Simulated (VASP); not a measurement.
Consider the following.

```xyz
2
Lattice="0.0000 3.0842 3.0842 3.0842 0.0000 3.0842 3.0842 3.0842 0.0000" Properties=species:S:1:pos:R:3 pbc="T T T"
Al     0.0000     0.0000     0.0000
Sb     1.5421     1.5421     1.5421
```

Computed with PBEsol GGA, VASP's PBE PAW potentials (set 64) (plane waves; VASP 6.6.1). Run with 480 eV cut-off, 8×8×8 Γ-centred mesh, Gaussian smearing of 0.050 eV, potentials Al Sb.

Energy and stress use the plane-wave basis of the starting cell.

**Question.** The ions, cell shape and volume at an external pressure of 10.0 GPa are relaxed. What does this cell relax into?

**Answer.** 
```xyz
2
Lattice="0.0000 2.9467 2.9467 2.9467 0.0000 2.9467 2.9467 2.9467 0.0000" Properties=species:S:1:pos:R:3 pbc="T T T"
Al     0.0000     0.0000     0.0000
Sb     1.4733     1.4733     1.4733
```
Space group F-43m (216), at a tolerance of 0.03 Å.

**Question.** How do energy and volume change from the first to the last step?

**Answer.** The energy (σ→0) changes by +103.3 meV/atom and the volume by -12.8 %, in 4 ionic steps.

The compound is AlSb in the zinc blende structure. This run relaxes it under an external pressure of 10 GPa. Symmetry was kept, so distortions that lower it aren't found.
